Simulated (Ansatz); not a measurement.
# HgSe (F-43m) in Ansatz: a series of runs

Runs on HgSe. Level: PBEsol. Tasks: single point.

Program: Ansatz 0.2.0. These are calculated values, not measurements. Logs are shortened: lines on timing, memory, paths and dates and some standing lists are left out, and cuts for length are marked.

### 1 The crystal as given

Symmetry: F-43m, No. 216, cubic system. The conventional cell has a = 6.078 Å, b = 6.078 Å, c = 6.078 Å, α = 90.00°, β = 90.00°, γ = 90.00°. Hg (site symmetry -43m) has 4 Se at 2.63 Å as nearest neighbours. Se (site symmetry -43m) is surrounded by 4 Hg at 2.63 Å.

### 2 Single point, PBEsol, 26.38 Å³/atom (volume scaled by 0.94)

The input, input.yaml:

```yaml
crystal:
  lattice:
    - [0.0, 2.9769621844, 2.9769621844]
    - [2.9769621844, 0.0, 2.9769621844]
    - [2.9769621844, 2.9769621844, 0.0]
  atoms:
    - { symbol: Hg, position: [0.0, 0.0, 0.0] }
    - { symbol: Se, position: [0.75, 0.75, 0.75] }
kpoints:
  mp_grid: { grid: [8, 8, 8] }
scf:
  occupations: { method: fermi_dirac, width: 0.05 }
hamiltonian:
  xc: pbesol
  pseudopotentials: { kind: all_electron, lapw: { basis_error: 0.0005 } }
output:
  forces: true
  stress: true
  eigenvalues: true
```

Potentials or basis: all-electron LAPW, scalar-relativistic.

Launch:

```
ansatz run input.yaml --threads 1 --pin off --max-ram 3072MiB --backend cpu --events-out ev --progress --plain --runs-dir out
```

Standard output:

```text
Warning: RAYON_NUM_THREADS=1 ignored (pool sized by the plan → 1); use --threads N
LAPW: plane waves up to 9.105 Å⁻¹, error target 5.0e-4 eV per atom; small_component_spin mean_spin; Se in spheres of 1.237 Å, 24 of its electrons in bands, Dirac shells []; Hg in spheres of 1.341 Å, 44 of its electrons in bands, Dirac shells [] (how accurate: hamiltonian.pseudopotentials.lapw.basis_error, Limitations)
Engine: ansatz 0.2.0, x86_64-unknown-linux-gnu
Pseudopotentials: kind: all_electron
Pseudopotential: Hg, LAPW, valence charge 44, lapw/all_electron/scalar/gaussian/Hg, Koelling and Harmon's equation, gaussian nucleus
Pseudopotential: Se, LAPW, valence charge 24, lapw/all_electron/scalar/gaussian/Se, Koelling and Harmon's equation, gaussian nucleus
Functional definition: PBEsol
  exchange = pbesol_x
  correlation = pbesol_c
Crystal: 2 atoms, lattice volume = 52.765 Å³
Basis set: ecut = 315.8826032001626 eV, 645 PW (Γ), exchange–correlation at level 2
Bands: 41, of which v1, the nominal top of the filled ones, is band 34 counted from 1 (33 counted from 0)
Symmetry: 24 space group operations
Space group: F-43m (ITA 216), of the structure as read, at distance tolerance 3.8e-5 Å
k-points: 29 of 512 (time reversal used)
Non-local potential: Hg, projectors of the file, none
Non-local potential: Se, projectors of the file, none
Initial density: superposition of atomic densities (chi_scale 0.1, normalization cell, long waves kept (reshape's long-wave potential 0.00 eV rms))
Initial wavefunctions: plane waves of lowest kinetic energy (no species holds an atomic orbital)
Functional: x = pbesol(κ = 0.804, μ = 0.12345679012345678), c = pbesol(β = 0.046)
iter 1 solved again at ethr=1.01e-3 eV; its pass at ethr=1.00e-1 eV (dr2=6.84e-1 eV) is discarded
SCF iter   1: F=—  HF=-599765.885231 eV  |F-HF|=—  |Δ(HF+E_count)|=         —  Δρ=2.66e-2  dr2=6.85e-1  ethr=1.01e-3  ⟨swp⟩=2.0  Hψ=7347  notcnv=0
preconditioner: auto → none  [insulator: Δε(μ)=0.659 eV  Ē_g=13.615 eV  σ=0.050 eV  W_gap=0.73  n_scr=14 (ndim 8)  ℏωp=21.7 eV  f_vac=0.318  D(μ)=0.06/eV (n_scr^D=0)  ε∞_Penn≈3.5]
iter 2 solved again at ethr=3.59e-5 eV; its pass at ethr=1.01e-3 eV (dr2=2.44e-2 eV) is discarded
SCF iter   2: F=—  HF=-599765.616525 eV  |F-HF|=—  |Δ(HF+E_count)|=   2.69e-1  Δρ=7.03e-3  dr2=2.44e-2  ethr=3.59e-5  ⟨swp⟩=2.0  Hψ=6142  notcnv=0
SCF iter   3: F=—  HF=-599765.571014 eV  |F-HF|=—  |Δ(HF+E_count)|=   4.55e-2  Δρ=4.21e-3  dr2=7.72e-3  ethr=3.59e-5  ⟨swp⟩=2.2  Hψ=3658  notcnv=0
SCF iter   4: F=—  HF=-599765.569259 eV  |F-HF|=—  |Δ(HF+E_count)|=         —  Δρ=1.16e-3  dr2=5.21e-4  ethr=1.13e-5  ⟨swp⟩=2.0  Hψ=3452  notcnv=0
the basis was enlarged: its passes take 200.0 KiB over the memory plan, 1 of 1 planned eigensolver slots
SCF iter   5: F=—  HF=-599765.569151 eV  |F-HF|=—  |Δ(HF+E_count)|=   1.08e-4  Δρ=1.45e-4  dr2=5.48e-6  ethr=7.67e-7  ⟨swp⟩=2.0  Hψ=3452  notcnv=0
SCF iter   6: F=—  HF=-599765.569153 eV  |F-HF|=—  |Δ(HF+E_count)|=   1.48e-6  Δρ=3.17e-5  dr2=3.77e-7  ethr=8.06e-9  ⟨swp⟩=2.1  Hψ=3454  notcnv=0
SCF iter   7: F=-599765.569153 eV  HF=-599765.569153 eV  |F-HF|=2.71e-8  |Δ(HF+E_count)|=   1.97e-7  Δρ=6.37e-6  dr2=1.22e-8  ethr=5.55e-10  ⟨swp⟩=3.0  Hψ=3565  notcnv=0
SCF 1 converged in 7 iterations: F = -599765.569153 eV  dr2 = 1.22e-8
SCF converged after 7 iterations
Free energy (F): -599765.569153 eV
Harris-Foulkes:  -599765.569153 eV  (|F-HF|=2.71e-8)
Internal energy: -599765.568608 eV  (E = F + TS)
E sigma→0 (E₀):  -599765.568880 eV
Entropy (-TS):   -0.000545 eV (-0.272 meV/atom)
Fermi energy:    11.558379 eV
--- Per-component energies (eV) ---
  E_band       = -6463.602770
  E_kinetic    = 678150.921549
  E_xc         = -12340.061422
  E_electrostatic = -1265576.428735  (all electrons and nuclei)
  E_smearing   = -0.000545  (= −TS)
  E_closure    = 0.000000  (closes the sum)
  E_atoms      = -599760.826423  (free atoms, spherical and without spin; not in F)
  Σ components = -599765.569153   (vs F -599765.569153, Δ=0.00e0)
  Basis errors (estimates in eV, not in F): energy 2.1e-4 per atom: plane waves 2.0e-4 (1.2e-4 summed), levels above the bands 3.2e-98, relativity 1.3e-8, radial functions 1.8e-5, core shells 7.2e-8; eigenvalues (radial functions only) 4.7e-7; not estimated: angular momenta, meshes, grids; target (lapw.basis_error) 5.0e-4; muffin-tin radii Se 1.237 Å, Hg 1.341 Å
--- Forces (eV/Å), atoms counted from 1 ---
  atom   1  Hg     0.00000000    -0.00000000    -0.00000000
  atom   2  Se    -0.00000000    -0.00000000     0.00000000
  max |Σ_I F_I| component: 5.09e-17 eV/Å
--- Stress (GPa, compression-positive) ---
        5.764937       0.000000      -0.000000
        0.000000       5.764937       0.000000
       -0.000000       0.000000       5.764937
  P = ⅓ Tr σ = 5.7649 GPa (57.649 kbar)
--- Band table (eV; the first three rows and the last of 29) ---
  k-point 0: bands = ["-333.3082", "-333.3082", "-333.3057", "-333.3057", "-333.3057", "-196.1561", "-135.8209", "-135.8209", "-135.8209", "-103.2906", "-81.2300", "-81.2300", "-81.2300", "-81.2287", "-81.2287", "-81.2287", "-81.2272", "-51.7063", "-51.7063", "-51.7063", "-36.2566", "-36.2566", "-36.2566", "-36.2521", "-36.2521", "-2.4727", "3.9193", "3.9193", "3.9193", "4.7862", "4.7862", "10.5530", "11.5100", "11.5100", "11.5100", "16.8445", "16.8445", "16.8445", "19.9491", "22.9551", "22.9551"]
  k-point 1: bands = ["-333.3082", "-333.3082", "-333.3057", "-333.3057", "-333.3057", "-196.1561", "-135.8209", "-135.8209", "-135.8209", "-103.2906", "-81.2300", "-81.2300", "-81.2300", "-81.2287", "-81.2287", "-81.2287", "-81.2272", "-51.7064", "-51.7063", "-51.7063", "-36.2566", "-36.2566", "-36.2566", "-36.2521", "-36.2521", "-2.3950", "3.9422", "3.9543", "3.9543", "4.7830", "4.7830", "9.5934", "11.3266", "11.3266", "12.1164", "16.4955", "17.0840", "17.0840", "20.9712", "21.9266", "21.9266"]
  k-point 2: bands = ["-333.3082", "-333.3082", "-333.3057", "-333.3057", "-333.3057", "-196.1561", "-135.8209", "-135.8209", "-135.8209", "-103.2906", "-81.2300", "-81.2300", "-81.2300", "-81.2287", "-81.2287", "-81.2287", "-81.2272", "-51.7066", "-51.7063", "-51.7063", "-36.2567", "-36.2566", "-36.2566", "-36.2521", "-36.2521", "-2.2011", "4.0320", "4.0320", "4.0798", "4.7887", "4.7887", "8.0747", "10.9205", "10.9205", "12.5352", "16.7665", "17.5032", "17.5032", "20.8813", "21.6121", "21.6121"]
  k-point 28: bands = ["-333.3082", "-333.3082", "-333.3057", "-333.3057", "-333.3057", "-196.1561", "-135.8209", "-135.8209", "-135.8209", "-103.2906", "-81.2300", "-81.2300", "-81.2300", "-81.2287", "-81.2287", "-81.2287", "-81.2272", "-51.7067", "-51.7067", "-51.7065", "-36.2569", "-36.2567", "-36.2566", "-36.2520", "-36.2520", "-1.7219", "4.2351", "4.3820", "4.6564", "4.7208", "5.5237", "5.7966", "8.3591", "8.8009", "15.2943", "16.4872", "17.5454", "18.7581", "22.0276", "23.8970", "24.1123"]
```

Run time: 32 s. Hardware: 1 thread of AMD EPYC 7R43 (Zen 3), shared host; peak memory 0.39 GiB.

What came out:

| Property | Result |
| --- | --- |
| Free energy | -599765.5692 eV |
| Pressure | 5.8 GPa |
| Band gap on the k mesh | none (metal or under the smearing width) |

### 3 Single point, PBEsol, 26.94 Å³/atom (volume scaled by 0.96)

input.yaml, as its differences from that of step 2:

```diff
@@ -2,5 +2,5 @@
   lattice:
-    - [0.0, 2.9769621844, 2.9769621844]
-    - [2.9769621844, 0.0, 2.9769621844]
-    - [2.9769621844, 2.9769621844, 0.0]
+    - [0.0, 2.9979273976, 2.9979273976]
+    - [2.9979273976, 0.0, 2.9979273976]
+    - [2.9979273976, 2.9979273976, 0.0]
   atoms:
```

Potentials or basis: all-electron LAPW, scalar-relativistic.

Launch:

```
ansatz run input.yaml --threads 1 --pin off --max-ram 3072MiB --backend cpu --events-out ev --progress --plain --runs-dir out
```

Run time: 30 s. Hardware: 1 thread of AMD EPYC 7R43 (Zen 3), shared host; peak memory 0.4 GiB.

The run converged. Its results:

```yaml
Free_energy: -599765.6039 eV
Pressure: 4.2 GPa
Band_gap_on_the_k_mesh: none (metal or under the smearing width)
```

### 4 Single point, PBEsol, 27.51 Å³/atom (volume scaled by 0.98)

input.yaml, as its differences from that of step 3:

```diff
@@ -2,5 +2,5 @@
   lattice:
-    - [0.0, 2.9979273976, 2.9979273976]
-    - [2.9979273976, 0.0, 2.9979273976]
-    - [2.9979273976, 2.9979273976, 0.0]
+    - [0.0, 3.0186034123, 3.0186034123]
+    - [3.0186034123, 0.0, 3.0186034123]
+    - [3.0186034123, 3.0186034123, 0.0]
   atoms:
```

Launch:

```
ansatz run input.yaml --threads 1 --pin off --max-ram 3072MiB --backend cpu --events-out ev --progress --plain --runs-dir out
```

It took 31 s on 1 thread of AMD EPYC 7R43 (Zen 3), shared host; peak memory 0.38 GiB.

The run converged. Its results:

| Quantity | Value |
| --- | --- |
| Free energy | -599765.6281 eV |
| Pressure | 2.8 GPa |
| Band gap on the k mesh | none (metal or under the smearing width) |

### 5 Single point, PBEsol, 28.07 Å³/atom

input.yaml, as its differences from that of step 4:

```diff
@@ -2,5 +2,5 @@
   lattice:
-    - [0.0, 3.0186034123, 3.0186034123]
-    - [3.0186034123, 0.0, 3.0186034123]
-    - [3.0186034123, 3.0186034123, 0.0]
+    - [0.0, 3.039, 3.039]
+    - [3.039, 0.0, 3.039]
+    - [3.039, 3.039, 0.0]
   atoms:
```

Launch:

```
ansatz run input.yaml --threads 1 --pin off --max-ram 3072MiB --backend cpu --events-out ev --progress --plain --runs-dir out
```

It took 32 s on 1 thread of AMD EPYC 7R43 (Zen 3), shared host; peak memory 0.38 GiB.

The run converged. Its results:

```
Free energy            : -599765.6430 eV
Pressure               : 1.5 GPa
Band gap on the k mesh : none (metal or under the smearing width)
```

### 6 Single point, PBEsol, 28.63 Å³/atom (volume scaled by 1.02)

input.yaml, as its differences from that of step 5:

```diff
@@ -2,5 +2,5 @@
   lattice:
-    - [0.0, 3.039, 3.039]
-    - [3.039, 0.0, 3.039]
-    - [3.039, 3.039, 0.0]
+    - [0.0, 3.0591264144, 3.0591264144]
+    - [3.0591264144, 0.0, 3.0591264144]
+    - [3.0591264144, 3.0591264144, 0.0]
   atoms:
```

Potentials or basis: all-electron LAPW, scalar-relativistic.

Launch:

```
ansatz run input.yaml --threads 1 --pin off --max-ram 3072MiB --backend cpu --events-out ev --progress --plain --runs-dir out
```

Run time: 31 s. Hardware: 1 thread of AMD EPYC 7R43 (Zen 3), shared host; peak memory 0.39 GiB.

The run converged. Its results:

```yaml
Free_energy: -599765.6496 eV
Pressure: 0.4 GPa
Band_gap_on_the_k_mesh: none (metal or under the smearing width)
```

### 7 Single point, PBEsol, 29.19 Å³/atom (volume scaled by 1.04)

input.yaml, as its differences from that of step 6:

```diff
@@ -2,5 +2,5 @@
   lattice:
-    - [0.0, 3.0591264144, 3.0591264144]
-    - [3.0591264144, 0.0, 3.0591264144]
-    - [3.0591264144, 3.0591264144, 0.0]
+    - [0.0, 3.0789914282, 3.0789914282]
+    - [3.0789914282, 0.0, 3.0789914282]
+    - [3.0789914282, 3.0789914282, 0.0]
   atoms:
```

Launch:

```
ansatz run input.yaml --threads 1 --pin off --max-ram 3072MiB --backend cpu --events-out ev --progress --plain --runs-dir out
```

Run time: 30 s. Hardware: 1 thread of AMD EPYC 7R43 (Zen 3), shared host; peak memory 0.39 GiB.

It converged, with:

* Free energy: -599765.6489 eV
* Pressure: -0.6 GPa
* Band gap on the k mesh: none (metal or under the smearing width)

### 8 Single point, PBEsol, 29.75 Å³/atom (volume scaled by 1.06)

input.yaml, as its differences from that of step 7:

```diff
@@ -2,5 +2,5 @@
   lattice:
-    - [0.0, 3.0789914282, 3.0789914282]
-    - [3.0789914282, 0.0, 3.0789914282]
-    - [3.0789914282, 3.0789914282, 0.0]
+    - [0.0, 3.0986033673, 3.0986033673]
+    - [3.0986033673, 0.0, 3.0986033673]
+    - [3.0986033673, 3.0986033673, 0.0]
   atoms:
```

Launch:

```
ansatz run input.yaml --threads 1 --pin off --max-ram 3072MiB --backend cpu --events-out ev --progress --plain --runs-dir out
```

It took 29 s on 1 thread of AMD EPYC 7R43 (Zen 3), shared host; peak memory 0.38 GiB.

Results (log left out):

```yaml
Free_energy: -599765.6416 eV
Pressure: -1.5 GPa
Band_gap_on_the_k_mesh: none (metal or under the smearing width)
```

### 9 The reference run

An earlier run on the cell as given: functional PBEsol; potentials or basis all-electron LAPW, scalar-relativistic; cutoff 278 eV (chosen from the basis error); basis error allowed 0.001 eV/atom; k mesh 8 × 8 × 8; occupations fermi-dirac, width 0.05 eV; no spin polarisation.

* Pressure: 1.5 GPa
* Band gap on the k mesh: none (metal or under the smearing width)
* Loewdin charges: Hg +1.07; Se -0.85 e
